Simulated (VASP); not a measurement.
This VASP 6.6.1 run on SiNi2 needs a look.

Contents of INCAR:

```
PREC = Low
ENCUT = 250
EDIFF = 1E-6
ISMEAR = -1
SIGMA = 0.05
LREAL = False
LASPH = True
NELM = 90
ALGO = Normal
ISIF = 3
LWAVE = False
LCHARG = False
ISPIN = 2
MAGMOM = 1 1 1 1 0 0
LORBIT = 11
LMAXMIX = 4
GGA = PS
IBRION = 2
NSW = 30
EDIFFG = -0.01
```

File KPOINTS:

```
Automatic mesh
0
Gamma
  6 6 5
```

The input POSCAR:

```
SiNi2
1.0
    3.8360000000      0.0000000000      0.0000000000
   -1.9180000000      3.3220734489      0.0000000000
    0.0000000000      0.0000000000      4.9480000000
Ni Si
4 2
Direct
    0.6666666667      0.3333333333      0.7500000000
    0.3333333333      0.6666666667      0.2500000000
    0.0000000000      0.0000000000      0.5000000000
    0.0000000000      0.0000000000      0.0000000000
    0.6666666667      0.3333333333      0.2500000000
    0.3333333333      0.6666666667      0.7500000000
```

Potentials or basis: VASP PAW PBE potentials, release 64 (Ni, Si).

The run is started by

```bash
$ cat potpaw_PBE.64/Ni/POTCAR potpaw_PBE.64/Si/POTCAR > POTCAR
$ mpirun -np 1 vasp_std > vasp.out
```

OUTCAR:

```text
PREC = Low
   ENCUT = 250
   EDIFF = 1E-6
   ISMEAR = -1
   LREAL = False
   LASPH = True
   NELM = 90
   ISIF = 3
   ISPIN = 2
   LORBIT = 11
   GGA = PS
   IBRION = 2
   NSW = 30
   EDIFFG = -0.01

 ion  position               nearest neighbor table
   1  0.667  0.333  0.750-   6 2.21   6 2.21   6 2.21   5 2.47   5 2.47   3 2.54   4 2.54   3 2.54
                             4 2.54   3 2.54   4 2.54
   2  0.333  0.667  0.250-   5 2.21   5 2.21   5 2.21   6 2.47   6 2.47   3 2.54   4 2.54   4 2.54
                             3 2.54   4 2.54   3 2.54
   3  0.000  0.000  0.500-   4 2.47   4 2.47   1 2.54   5 2.54   6 2.54   2 2.54   2 2.54   6 2.54
[... 416 lines left out ...]
  --------------------------------------------------------------------------------------
  -------------------------------------------------------------------------------------
  Total        0.0069601      0.0069601      0.0091299      0.0000000      0.0000000     -0.0000000
  in kB        0.1801719      0.1801719      0.2363398      0.0000000      0.0000000     -0.0000000
  external PRESSURE =       0.1988945 kB  Pullay stress =       0.0000000 kB
[... 21 lines left out ...]
  FREE ENERGIE OF THE ION-ELECTRON SYSTEM (eV)
  ---------------------------------------------------
  free  energy   TOTEN  =       -39.5003111079 eV

  energy  without entropy=      -39.4770884904  energy(sigma->0) =      -39.48869980

 reached required accuracy - stopping structural energy minimisation

 total charge

# of ion       s       p       d       tot
------------------------------------------
    1        0.541   0.676   8.572   9.788
    2        0.541   0.676   8.572   9.788
    3        0.457   0.599   8.477   9.534
    4        0.457   0.599   8.477   9.534
    5        0.727   0.913   0.000   1.639
    6        0.727   0.913   0.000   1.639
--------------------------------------------------
tot          3.449   4.376  34.098  41.922

 magnetization (x)

# of ion       s       p       d       tot
------------------------------------------
    1        0.000  -0.000  -0.000  -0.000
    2        0.000  -0.000  -0.000  -0.000
    3        0.000   0.000  -0.000  -0.000
    4        0.000   0.000  -0.000  -0.000
    5       -0.000   0.000   0.000   0.000
    6       -0.000   0.000   0.000   0.000
--------------------------------------------------
tot          0.000   0.000  -0.000  -0.000
```

On the terminal:

```text
POSCAR found type information on POSCAR NiSi
 POSCAR found :  2 types and       6 ions
[... 32 lines left out ...]
 search vector abs. value=  0.157E-05
 reached required accuracy - stopping structural energy minimisation
```

Diagnose the run.

Self-consistency was reached. The input holds a flaw that was put in on purpose: cell relaxed at a low cutoff (ENCUT = 250; PREC = Low). The program doesn't stop on it, so the numbers can't be trusted though the run ends normally.
